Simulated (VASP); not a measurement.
# BN (Qingsongite) (F-43m) in VASP: further runs

Runs on BN (Qingsongite). Level: PBE. Tasks: relaxation of the atoms.

Everything below comes from runs of VASP 6.6.1. Logs are shortened: lines on timing, memory, paths and dates and some standing lists are left out, and cuts for length are marked.

## 1. The structure

It takes space group F-43m (No. 216, cubic). Conventional cell: a = 3.624 Å, b = 3.624 Å, c = 3.624 Å, α = 90.00°, β = 90.00°, γ = 90.00°. B (site symmetry -43m) has 4 N at 1.57 Å as nearest neighbours. N (site symmetry -43m) is surrounded by 4 B at 1.57 Å.

## 2. Relaxation of the atoms, PBE (a relaxed cell with its volume scaled by 0.96)

Contents of INCAR:

```
PREC = Accurate
ENCUT = 300
EDIFF = 1E-7
ISMEAR = 0
SIGMA = 0.03
LREAL = False
LASPH = True
NELM = 80
ALGO = Normal
ISIF = 2
LWAVE = False
LCHARG = False
GGA = PE
IBRION = 2
NSW = 40
EDIFFG = -0.01
```

Contents of KPOINTS:

```
Automatic mesh
0
Gamma
  7 7 7
```

Contents of POSCAR:

```
BN                                      
1.0
    0.0000000000      1.7876069992      1.7876069992
    1.7876069992      0.0000000000      1.7876069992
    1.7876069992      1.7876069992      0.0000000000
  B               N             
     1     1
Direct
     0.0000000000000000    0.0000000000000000    0.0000000000000000
     0.2500000000000000    0.2500000000000000    0.2500000000000000
```

Potentials or basis: VASP PAW PBE potentials, release 64 (B_s, N_s).

The run is started by

```
cat potpaw_PBE.64/B_s/POTCAR potpaw_PBE.64/N_s/POTCAR > POTCAR
mpirun -np 1 vasp_std > vasp.out
```

OUTCAR:

```text
PREC = Accurate
   ENCUT = 300
   EDIFF = 1E-7
   ISMEAR = 0
   LREAL = False
   LASPH = True
   NELM = 80
   ISIF = 2
   GGA = PE
   IBRION = 2
   NSW = 40
   EDIFFG = -0.01

 ion  position               nearest neighbor table
   1  0.000  0.000  0.000-   2 1.55   2 1.55   2 1.55   2 1.55
   2  0.250  0.250  0.250-   1 1.55   1 1.55   1 1.55   1 1.55

  LATTYP: Found a face centered cubic cell.
 ALAT       =     3.5752139984

  Lattice vectors:

 A1 = (   0.0000000000,   1.7876069992,   1.7876069992)
 A2 = (   1.7876069992,   0.0000000000,   1.7876069992)
 A3 = (   1.7876069992,   1.7876069992,   0.0000000000)

Analysis of symmetry for initial positions (statically):
=====================================================================
 Subroutine PRICEL returns:
 Original cell was already a primitive cell.

 Routine SETGRP: Setting up the symmetry group for a
 face centered cubic supercell.

 Subroutine GETGRP returns: Found 24 space group operations
 (whereof 24 operations were pure point group operations)
 out of a pool of 48 trial point group operations.

The static configuration has the point symmetry T_d .

Analysis of symmetry for dynamics (positions and initial velocities):
=====================================================================
 Subroutine PRICEL returns:
 Original cell was already a primitive cell.

 Routine SETGRP: Setting up the symmetry group for a
 face centered cubic supercell.

 Subroutine GETGRP returns: Found 24 space group operations
 (whereof 24 operations were pure point group operations)
 out of a pool of 48 trial point group operations.

The dynamic configuration has the point symmetry T_d .

 Subroutine INISYM returns: Found 24 space group operations
 (whereof 24 operations are pure point group operations),
 and found     1 'primitive' translations

----------------------------------------------------------------------------------------

                                     Primitive cell

  volume of cell :      11.4247

  direct lattice vectors                    reciprocal lattice vectors
     0.000000000  1.787606999  1.787606999    -0.279703537  0.279703537  0.279703537
     1.787606999  0.000000000  1.787606999     0.279703537 -0.279703537  0.279703537
     1.787606999  1.787606999  0.000000000     0.279703537  0.279703537 -0.279703537

  length of vectors
     2.528058062  2.528058062  2.528058062     0.484460737  0.484460737  0.484460737

  position of ions in fractional coordinates (direct lattice)
     0.000000000  0.000000000  0.000000000
     0.250000000  0.250000000  0.250000000

  ion indices of the primitive-cell ions
   primitive index   ion index
                 1           1
                 2           2

----------------------------------------------------------------------------------------

 KPOINTS: Automatic mesh

Automatic generation of k-mesh.
 Grid dimensions read from file:
 generate k-points for:    7    7    7

 Generating k-lattice:

  Cartesian coordinates                     Fractional coordinates (reciprocal lattice)
    -0.039957648  0.039957648  0.039957648     0.142857143  0.000000000  0.000000000
     0.039957648 -0.039957648  0.039957648     0.000000000  0.142857143  0.000000000
     0.039957648  0.039957648 -0.039957648     0.000000000  0.000000000  0.142857143

  Length of vectors
     0.069208677  0.069208677  0.069208677

  Shift w.r.t. Gamma in fractional coordinates (k-lattice)
     0.000000000  0.000000000  0.000000000

 Subroutine IBZKPT returns following result:
 ===========================================

 Found     20 irreducible k-points:

 Following reciprocal coordinates:
            Coordinates               Weight
  0.000000  0.000000  0.000000      1.000000
  0.142857  0.000000  0.000000      8.000000
  0.285714  0.000000  0.000000      8.000000
  0.428571  0.000000  0.000000      8.000000
  0.142857  0.142857  0.000000      6.000000
  0.285714  0.142857  0.000000     24.000000
[... 12 lines left out ...]
 -0.428571  0.428571  0.142857     24.000000
 -0.285714  0.428571  0.142857     24.000000
   k-points           NKPTS =     20   k-points in BZ     NKDIM =     20   number of bands    NBANDS=      8
   number of dos      NEDOS =    301   number of ions     NIONS =      2
   total plane-waves  NPLWV =   2744
   dimension x,y,z NGX =    14 NGY =   14 NGZ =   14
   dimension x,y,z NGXF=    28 NGYF=   28 NGZF=   28
   ions per type =               1   1
   NGX,Y,Z   is equivalent  to a cutoff of   9.21,  9.21,  9.21 a.u.
   NGXF,Y,Z  is equivalent  to a cutoff of  18.41, 18.41, 18.41 a.u.
 SYSTEM =  unknown system
   PREC   = accura    normal or accurate (medium, high low for compatibility)
   ISTART =      0    job   : 0-new  1-cont  2-samecut
   ICHARG =      2    charge: 1-file 2-atom 10-const
   ISPIN  =      1    spin polarized calculation?
   LNONCOLLINEAR =      F non collinear calculations
   LSORBIT =      F    spin-orbit coupling
   LASPH  =      T    aspherical Exc in radial PAW
   ENCUT  =  300.0 eV  22.05 Ry    4.70 a.u.   3.57  3.57  3.57*2*pi/ulx,y,z
   NELM   =     80;   NELMIN=  2; NELMDL= -5     # of ELM steps
   EDIFF  = 0.1E-06   stopping-criterion for ELM
   LREAL  =      F    real-space projection
   EDIFFG = -.1E-01   stopping-criterion for IOM
   NSW    =     40    number of steps for IOM
   IBRION =      2    ionic relax: 0-MD 1-quasi-New 2-CG
   NFREE  =      1    steps in history (QN), initial steepest desc. (CG)
   ISIF   =      2    stress and relaxation
   ISYM   =      2    0-nonsym 1-usesym 2-fastsym
   POTIM  = 0.5000    time-step for ionic-motion
   TEBEG  =    0.0;   TEEND  =   0.0 temperature during run
   PSTRESS=    0.0 pullay stress
   NELECT =       8.0000    total number of electrons
   NUPDOWN=      -1.0000    fix difference up-down
   EMIN   =  10.00;   EMAX   =-10.00  energy-range for DOS
   EFERMI =   0.00;   METHOD = LEGACY
   ISMEAR =     0;   SIGMA  =   0.03  broadening in eV -4-tet -1-fermi 0-gaus
   EFERMI_NEDOS =   21; number of points for ismear=-14 and -15
   IALGO  =     38    algorithm
   IMIX   =      4    mixing-type and parameters
     AMIX     =   0.40;   BMIX     =  1.00
     AMIX_MAG =   1.60;   BMIX_MAG =  1.00
  volume/ion in A,a.u.               =       5.71        38.55
  Fermi-wavevector in a.u.,A,eV,Ry     =   1.453749  2.747187 28.754367  2.113386
  Thomas-Fermi vector in A             =   2.570980
   LORBIT       =      0    0 simple, 1 ext, 2 COOP (PROOUT), +10 PAW based schemes
   GGA     = PE    functional components
   LHFCALC =     F    Hartree Fock is set to
   AEXX    =    0.0000 exact exchange contribution
   IVDW    =     0    specifies the selected vdW correction
   LEPSILON=     F    determine dielectric tensor
   LRPA    =     F    only Hartree local field effects (RPA)
 conjugate gradient relaxation of ions
 non-spin polarized calculation
 Gauss-broadening in eV      SIGMA  =   0.03
  energy-cutoff  :      300.00
  volume of cell :       11.42
 maximum number of plane-waves:       141
 NGX is ok and might be reduce to    14
   NGX =  7   NGY =  7   NGZ =  7

 number of electron       8.0000009 magnetization

 Free energy of the ion-electron system (eV)
  ---------------------------------------------------
  ext. energy  EPLUGINS =         0.00000000
  ---------------------------------------------------
  free energy    TOTEN  =       -17.38340985 eV

  energy without entropy =      -17.38340985  energy(sigma->0) =      -17.38340985

 E-fermi :   9.9965     XC(G=0): -12.9136

 val. band max:        9.7562493360   @ k =   0.0000   0.0000   0.0000
 cond. band min:      14.5350508089   @ k =   0.4286   0.4286   0.0000
 fundamental gap:      4.7788014729
 Fermi energy:         9.9965338024

 k-point     1 :       0.0000    0.0000    0.0000
  band No.  band energies     occupation
      1     -10.8696      2.00000
      2       9.7562      2.00000
      3       9.7562      2.00000
      4       9.7562      2.00000
      5      18.7476      0.00000
      6      18.7476      0.00000
      7      18.7476      0.00000
      8      20.6513      0.00000

 k-point     2 :       0.1429    0.0000    0.0000
  band No.  band energies     occupation
      1     -10.3616      2.00000
      2       7.3491      2.00000
      3       9.2579      2.00000
      4       9.2579      2.00000
      5      19.2956      0.00000
      6      19.4877      0.00000
      7      19.4877      0.00000
      8      22.0747      0.00000

 k-point     3 :       0.2857    0.0000    0.0000
  band No.  band energies     occupation
      1      -8.9044      2.00000
      2       3.0522      2.00000
      3       8.3758      2.00000
      4       8.3758      2.00000
      5      19.9106      0.00000
      6      20.4938      0.00000
      7      20.4938      0.00000
      8      24.2073      0.00000

 k-point     4 :       0.4286    0.0000    0.0000
  band No.  band energies     occupation
      1      -6.9505      2.00000
      2      -0.5762      2.00000
      3       7.8171      2.00000
      4       7.8171      2.00000
      5      20.3093      0.00000
      6      20.6743      0.00000
      7      20.6743      0.00000
      8      25.2480      0.00000

 k-point     5 :       0.1429    0.1429    0.0000
  band No.  band energies     occupation
      1     -10.1936      2.00000
      2       8.1609      2.00000
      3       8.3184      2.00000
      4       8.3184      2.00000
      5      17.9206      0.00000
      6      20.7511      0.00000
      7      20.7511      0.00000
      8      21.9704      0.00000

 k-point     6 :       0.2857    0.1429    0.0000
  band No.  band energies     occupation
      1      -9.0519      2.00000
      2       4.5944      2.00000
      3       7.3172      2.00000
      4       7.8471      2.00000
      5      18.1879      0.00000
      6      21.7940      0.00000
      7      22.1987      0.00000
      8      22.9370      0.00000

 k-point     7 :       0.4286    0.1429    0.0000
  band No.  band energies     occupation
      1      -7.1914      2.00000
      2       0.7821      2.00000
      3       6.7951      2.00000
      4       6.9094      2.00000
      5      18.8977      0.00000
      6      22.0858      0.00000
      7      22.4332      0.00000
      8      24.4963      0.00000
[... 89 lines left out ...]
 k-point    16 :      -0.4286    0.4286    0.0000
  band No.  band energies     occupation
      1      -4.9733      2.00000
      2       0.8864      2.00000
      3       3.3038      2.00000
      4       4.9576      2.00000
      5      15.4761      0.00000
      6      20.4801      0.00000
      7      27.3808      0.00000
      8      27.7148      0.00000

 k-point    17 :       0.4286    0.2857    0.1429
  band No.  band energies     occupation
      1      -7.6843      2.00000
      2       3.0584      2.00000
      3       4.9807      2.00000
      4       7.0317      2.00000
      5      18.5799      0.00000
      6      21.9124      0.00000
      7      22.9922      0.00000
      8      24.4012      0.00000

 k-point    18 :      -0.4286    0.2857    0.1429
  band No.  band energies     occupation
      1      -5.9460      2.00000
      2       0.5896      2.00000
      3       4.2369      2.00000
      4       5.9323      2.00000
      5      19.3729      0.00000
      6      21.5376      0.00000
      7      24.6037      0.00000
      8      25.8208      0.00000

 k-point    19 :      -0.4286    0.4286    0.1429
  band No.  band energies     occupation
      1      -5.3706      2.00000
      2       1.4577      2.00000
      3       3.7579      2.00000
      4       4.1445      2.00000
      5      17.1418      0.00000
      6      21.4976      0.00000
      7      25.1450      0.00000
      8      27.4850      0.00000

 k-point    20 :      -0.2857    0.4286    0.1429
  band No.  band energies     occupation
      1      -4.9201      2.00000
      2       1.6035      2.00000
      3       2.0464      2.00000
      4       4.4836      2.00000
      5      18.7590      0.00000
      6      23.2585      0.00000
      7      24.8294      0.00000
      8      26.0921      0.00000

------------------------ aborting loop because EDIFF is reached ----------------------------------------

  FORCE on cell =-STRESS in cart. coord.  units (eV):
  Direction    XX          YY          ZZ          XY          YZ          ZX
  --------------------------------------------------------------------------------------
  -------------------------------------------------------------------------------------
  Total        1.1884749      1.1884749      1.1884749      0.0000000      0.0000000     -0.0000000
  in kB      166.6688581    166.6688581    166.6688581      0.0000000      0.0000000     -0.0000000
  external PRESSURE =     166.6688581 kB  Pullay stress =       0.0000000 kB

 VOLUME and BASIS-vectors are now :
 -----------------------------------------------------------------------------
  energy-cutoff  :      300.00
  volume of cell :       11.42
      direct lattice vectors                 reciprocal lattice vectors
     0.000000000  1.787606999  1.787606999    -0.279703537  0.279703537  0.279703537
     1.787606999  0.000000000  1.787606999     0.279703537 -0.279703537  0.279703537
     1.787606999  1.787606999  0.000000000     0.279703537  0.279703537 -0.279703537

 POSITION                                       TOTAL-FORCE (eV/Angst)
 -----------------------------------------------------------------------------------
      0.00000      0.00000      0.00000         0.000000      0.000000      0.000000
      0.89380      0.89380      0.89380        -0.000000     -0.000000     -0.000000
 -----------------------------------------------------------------------------------
    total drift:                               -0.000001     -0.000001     -0.000001

  FREE ENERGIE OF THE ION-ELECTRON SYSTEM (eV)
  ---------------------------------------------------
  free  energy   TOTEN  =       -17.3834098532 eV

  energy  without entropy=      -17.3834098532  energy(sigma->0) =      -17.38340985

 reached required accuracy - stopping structural energy minimisation
```

Wall time 2.2 s (1 thread of AMD EPYC 7R13 (Zen 3), shared host); peak memory 0.07 GiB.

What came out:

```yaml
Free_energy: -17.3834 eV
Band_gap_on_the_k_mesh: 4.78 eV, indirect (least direct gap 8.99 eV)
```

Final structure:
```
CELL_PARAMETERS angstrom
0.00000 1.78761 1.78761
1.78761 0.00000 1.78761
1.78761 1.78761 0.00000
ATOMIC_POSITIONS crystal
B 0.00000 0.00000 0.00000
N 0.25000 0.25000 0.25000
```

Levels at points of the mesh, in eV from the valence-band top:
| k point | band 1 | band 2 | band 3 | band 4 | band 5 | band 6 | band 7 | band 8 |
| --- | --- | --- | --- | --- | --- | --- | --- | --- |
| (0.00, 0.00, 0.00) | -20.63 | 0.00 | 0.00 | 0.00 | 8.99 | 8.99 | 8.99 | 10.90 |

Caveat: the k mesh is coarse (spacing up to 0.43 Å⁻¹), so the values aren't converged; the cutoff is under 1.25 times the usual one of these potentials, so pressure, stress and relaxed cells hold a basis-set (Pulay) error; the relaxation stopped at its first step, so nothing moved; an odd mesh through Γ misses points on the zone boundary, where band edges often lie.

(Continued in part 2 of 2.)
